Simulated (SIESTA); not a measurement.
# ZnSiP2 in SIESTA: the effect of functional

Crystal: ZnSiP2.

```
Zn P Si
1.0
    -2.68670    2.68670    5.23003
     2.68670   -2.68670    5.23003
     2.68670    2.68670   -5.23003
Zn P Si
2 4 2
Cartesian
  0.0000 2.6867 2.6150
  0.0000 0.0000 0.0000
  1.3434 -1.2504 3.9225
  1.3434 3.9371 -1.3075
  1.2504 1.3434 6.5375
  1.4363 1.3434 1.3075
  2.6867 0.0000 2.6150
  0.0000 0.0000 5.2300
```

The cell is a database's computed one.

Alike in all runs:

* Program: SIESTA 5.4.2
* Task: band structure
* Basis: DZP (energy shift 0.003 Ry; two zetas on semicore shells)
* Grid cutoff: 800 Ry
* Energy shift: 0.003 Ry
* k mesh: 7 × 7 × 7
* Occupations: fermi-dirac, width 0.05 eV
* Spin: no spin polarisation

Task: One run gave: gap on the mesh 1.19 eV; pressure 0.7 GPa; largest force 0.19 eV/Å. Which functional did it use?
A. LDA
B. PBEsol
C. PBE

Result: B.

```csv
functional,potentials or basis,gap on the mesh (eV),pressure (GPa),largest force (eV/Å)
PBE,PseudoDojo 0.4 standard (PBE files),1.30,3.6,0.09
LDA,PseudoDojo 0.4 standard (LDA files),1.21,-1.7,0.23
PBEsol,PseudoDojo 0.4 standard (PBEsol files),1.19,0.7,0.19
```

Caveats: short orbitals over semicore shells can move pressures by several GPa; the valence orbitals were made in a potential fitted to the semicore shell under them, which widens gaps by tenths of an eV or more; the basis of atomic orbitals isn't converged, which shifts pressures, moduli and gaps.

A k mesh can miss the band edges.

Not every run made on this cell is shown here.
